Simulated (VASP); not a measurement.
# InAs (F-43m) in VASP: notebook, part 2 of 2

VASP 6.6.1. The steps go on from the part before.

## Step 3: Single point, PBE+D3(BJ)

This run uses another cell than the first one, of 28.54 Å³/atom, 1.032 times its volume.

The input, INCAR:

```
  PREC = Accurate
  ENCUT = 500
  EDIFF = 1E-6
  ISMEAR = 0
  SIGMA = 0.1
  LREAL = F
  LASPH = T
  NELM = 120
  ALGO = Normal
  ISIF = 2
  LWAVE = F
  LCHARG = F
  GGA = PE
  IVDW = 12
  NBANDS = 16
  GGA_COMPAT = F
```

The input, KPOINTS:

```
Automatic mesh
0
Gamma
  12 12 12
```

The input, POSCAR:

```
InAs
1.0
    0.0000000000      3.0560653744      3.0560653744
    3.0560653744      0.0000000000      3.0560653744
    3.0560653744      3.0560653744      0.0000000000
In As
1 1
Direct
    0.0000000000      0.0000000000      0.0000000000
    0.7500000000      0.7500000000      0.7500000000
```

Potentials or basis: VASP PAW PBE potentials, release 64 (In_d, As).

Command:

```sh
$ cat potpaw_PBE.64/In_d/POTCAR potpaw_PBE.64/As/POTCAR > POTCAR
$ mpirun -np 1 vasp_std > vasp.out
```

Run time: 52 s. Hardware: 1 thread of Intel Xeon 6975P-C, shared host; peak memory 0.22 GiB.

The run converged. Its results:

```
Free energy                : -8.3302 eV
Pressure                   : 0.0 GPa
Band gap on the k mesh     : zero (filled and empty bands touch)
Dispersion energy per atom : -0.312 eV
```

Levels at points of the mesh, in eV from the Fermi level:
```csv
k point,band 5,band 6,band 7,band 8,band 9,band 10,band 11,band 12,band 13,band 14
"(0.00, 0.00, 0.00)",-14.28,-11.72,-0.42,-0.06,-0.06,-0.06,3.83,3.83,3.83,7.34
"(0.50, 0.00, 0.00)",-14.27,-10.35,-5.66,-1.00,-1.00,0.83,4.60,4.60,6.75,8.81
"(0.50, 0.50, 0.00)",-14.26,-9.84,-5.76,-2.28,-2.28,1.54,1.99,8.92,8.99,8.99
```

Caveat: spin-orbit coupling is left out, which moves the levels of the heavy elements; pairwise dispersion overbinds metals, which lowers pressure and volume.

## Step 4: Relaxation of cell and atoms, PBE+D3(BJ)

The input, INCAR:

```
SYSTEM = InAs
ALGO = Normal ; EDIFF = 1E-7
EDIFFG = -0.005 ; ENCUT = 500
GGA = PE ; GGA_COMPAT = .False.
IBRION = 2 ; ISIF = 3
ISMEAR = 0 ; IVDW = 12
LASPH = .True. ; LCHARG = .False.
LREAL = .False. ; LWAVE = .False.
NELM = 120 ; NELMIN = 4
NSW = 100 ; PREC = Accurate
SIGMA = 0.1
```

The input, KPOINTS:

```
k-points
0
Gamma
  12 12 12
  0 0 0
```

The input, POSCAR:

```
InAs
1.0
    0.0000000000      3.0240000000      3.0240000000
    3.0240000000      0.0000000000      3.0240000000
    3.0240000000      3.0240000000      0.0000000000
In As
1 1
Direct
    0.0000000000      0.0000000000      0.0000000000
    0.7500000000      0.7500000000      0.7500000000
```

Potentials or basis: VASP PAW PBE potentials, release 64 (In_d, As).

Command:

```sh
$ cat potpaw_PBE.64/In_d/POTCAR potpaw_PBE.64/As/POTCAR > POTCAR
$ mpirun -np 1 vasp_std > vasp.out
```

OUTCAR:

```text
SYSTEM = InAs
   EDIFF = 1E-7
   EDIFFG = -0.005
   ENCUT = 500
   GGA = PE
   IBRION = 2
   ISIF = 3
   ISMEAR = 0
   IVDW = 12
   LASPH = .True.
   LREAL = .False.
   NELM = 120
   NELMIN = 4
   NSW = 100
   PREC = Accurate
 IVDW          = 12

 ion  position               nearest neighbor table
   1  0.000  0.000  0.000-   2 2.62   2 2.62   2 2.62   2 2.62
   2  0.750  0.750  0.750-   1 2.62   1 2.62   1 2.62   1 2.62

  LATTYP: Found a face centered cubic cell.
 ALAT       =     6.0480000000

  Lattice vectors:

 A1 = (   0.0000000000,   3.0240000000,   3.0240000000)
 A2 = (   3.0240000000,   0.0000000000,   3.0240000000)
 A3 = (   3.0240000000,   3.0240000000,   0.0000000000)

Analysis of symmetry for initial positions (statically):
=====================================================================
 Subroutine PRICEL returns:
[... 189 lines left out ...]
      7       4.3045      1.99972
      8       4.5020      1.59946
      9       4.5020      1.59946
     10       4.5020      1.59946
     11       8.4101      0.00000
     12       8.4101      0.00000
     13       8.4101      0.00000
[... 447 lines left out ...]
--------------------------------------- Ionic step        3  -------------------------------------------

 number of electron      17.9999996 magnetization

 Free energy of the ion-electron system (eV)
  ---------------------------------------------------
  ext. energy  EPLUGINS =         0.00000000
  ---------------------------------------------------
  free energy    TOTEN  =        -7.70661795 eV

  energy without entropy =       -7.70646290  energy(sigma->0) =       -7.70654043

 E-fermi :   4.2444     XC(G=0):  -8.9505

 val. band max:        4.1822309496   @ k =   0.0000   0.0000   0.0000
 cond. band min:       4.9049903695   @ k =   0.0833   0.0000   0.0000
 fundamental gap:      0.7227594199
 Fermi energy:         4.2443963057

 k-point     1 :       0.0000    0.0000    0.0000
  band No.  band energies     occupation
      1     -10.1455      2.00000
      2     -10.1455      2.00000
      3     -10.1455      2.00000
      4     -10.0327      2.00000
      5     -10.0327      2.00000
      6      -7.4728      2.00000
      7       3.8205      2.00000
      8       4.1822      1.62068
      9       4.1822      1.62068
     10       4.1822      1.62068
     11       8.0753      0.00000
     12       8.0753      0.00000
     13       8.0753      0.00000
[... 401 lines left out ...]
  FREE ENERGIE OF THE ION-ELECTRON SYSTEM (eV)
  ---------------------------------------------------
  free  energy   TOTEN  =        -8.3299067144 eV

  energy  without entropy=       -8.3297516631  energy(sigma->0) =       -8.32982919

 reached required accuracy - stopping structural energy minimisation
```

CONTCAR:

```text
InAs
   1.00000000000000
     0.0000000000000000    3.0565937377814349    3.0565937377814349
     3.0565937377814349   -0.0000000000000000    3.0565937377814349
     3.0565937377814349    3.0565937377814349   -0.0000000000000000
  In              As
     1     1
Direct
     0.0000000000000000    0.0000000000000000    0.0000000000000000
     0.7500000000000000    0.7500000000000000    0.7500000000000000

  0.00000000E+00  0.00000000E+00  0.00000000E+00
  0.00000000E+00  0.00000000E+00  0.00000000E+00
```

It took 82 s on 1 thread of Intel Xeon 6975P-C, shared host; peak memory 0.23 GiB.

Results:

```
Free energy                            : -8.3299 eV
Relaxed volume                         : 28.56 Å³/atom
Relaxed cell                           : a = 4.323 Å, b = 4.323 Å, c = 4.323 Å, α = 60.00°, β = 60.00°, γ = 60.00°
Space group after relaxing (to 0.05 Å) : F-43m (No. 216)
Energy gained by relaxing              : 5.1 meV/atom
Ionic steps                            : 3
Pressure after relaxing                : 0.0 GPa
Band gap on the k mesh                 : zero (filled and empty bands touch)
Dispersion energy per atom             : -0.312 eV
```

Step by step:
```csv
step,energy change (eV),largest force (eV/Å),pressure (GPa),volume (Å³)
1,0.0000,0.0000,1.88,55.31
2,-0.0083,0.0000,-0.74,57.94
3,-0.0102,0.0000,0.01,57.11
```

Final structure:
```
In As
1.0
     0.00000    3.05659    3.05659
     3.05659    0.00000    3.05659
     3.05659    3.05659    0.00000
In As
1 1
Cartesian
  0.0000 0.0000 0.0000
  4.5849 4.5849 4.5849
```

Caveat: spin-orbit coupling is left out, which moves the levels of the heavy elements; pairwise dispersion overbinds metals, which lowers pressure and volume. Zero-point motion and thermal expansion aren't in these numbers.

## Step 5: Overview

```tsv
task	cell	k mesh	cutoff (eV)	gap on the mesh (eV)	pressure (GPa)
single point	a = 4.277 Å, angles 60.0°, 2 atoms	6 × 6 × 6	520	none	2.0
single point	a = 4.322 Å, angles 60.0°, 2 atoms	12 × 12 × 12	500	none	0.0
relaxation of cell and atoms	relaxed from a = 4.277 Å, angles 60.0°, 2 atoms	12 × 12 × 12	500	none	0.0
```

Alike in all rows: level PBE+D3(BJ); potentials or basis VASP PAW PBE potentials, release 64 (In_d, As); no spin polarisation; smearing gaussian 0.1 eV.

Caveats: spin-orbit coupling is left out, which moves the levels of the heavy elements; pairwise dispersion overbinds metals, which lowers pressure and volume.

Absolute energies hang on the potentials; compare differences alone.

## Step 6: Against experiment

Step 2. Against the measured gap of InAs, 0.418 eV (direct; 4.2 K; a printed reference work, data compilation), the calculated 0.00 eV is off by -0.42 eV. Spin-orbit coupling on As, In is left out. The value is that of PBE+D3(BJ) on a finite k mesh, which can miss the band edges, without temperature or zero-point motion. Semilocal functionals fall short of measured gaps as a rule.

Step 3. Against the measured gap of InAs, 0.418 eV (direct; 4.2 K; a printed reference work, data compilation), the calculated 0.00 eV is off by -0.42 eV. Spin-orbit coupling on As, In is left out. The value is that of PBE+D3(BJ) on a finite k mesh, which can miss the band edges, without temperature or zero-point motion. Semilocal functionals fall short of measured gaps as a rule.
